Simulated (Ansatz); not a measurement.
MoS2: pressure against volume, fitted

```yaml
crystal:
  lattice:
    - [1.58150, 0.91308, 6.12333]
    - [-1.58150, 0.91308, 6.12333]
    - [0.00000, -1.82616, 6.12333]
  atoms:
    - { symbol: Mo, position: [0.00000, 0.00000, 0.00000] }
    - { symbol: S, position: [0.74840, 0.74840, 0.74840] }
    - { symbol: S, position: [0.58490, 0.58490, 0.58490] }
```

Atom numbers follow the list: Mo1, S2, S3.

The cell comes from COD entry 9007661, which wasn't checked; take it as a given geometry.

Method: DFT, PBEsol, all-electron LAPW, scalar-relativistic in Ansatz 0.2.0.

Numerical set-up: a Γ-centred 13×13×13 k mesh, Fermi–Dirac smearing of 0.05 eV, basis error target 0.5 meV/atom, no spin polarisation.

The cell is scaled evenly. Fractional coordinates are held (clamped ions).

```csv
V (Å³/atom),P (GPa)
16.624,16.16
16.977,11.77
17.331,7.81
17.508,5.99
17.685,4.25
17.861,2.61
18.038,1.05
18.392,-1.84
```

Problem. Fit a third-order Birch–Murnaghan curve to the pressures.

Solution. P = (3B0/2)(y^(7/2) − y^(5/2))[1 + (3/4)(B0′ − 4)(y − 1)] with y = (V0/V)^(2/3) fits within 0.01 GPa for V0 = 18.162 Å³/atom, B0 = 150.6 GPa and B0′ = 4.34.

Problem. Predict the pressure at the withheld volume, 18.746 Å³/atom.

Solution. There y = 0.9792, so the fit gives -4.44 GPa; the run gave -4.44 GPa.
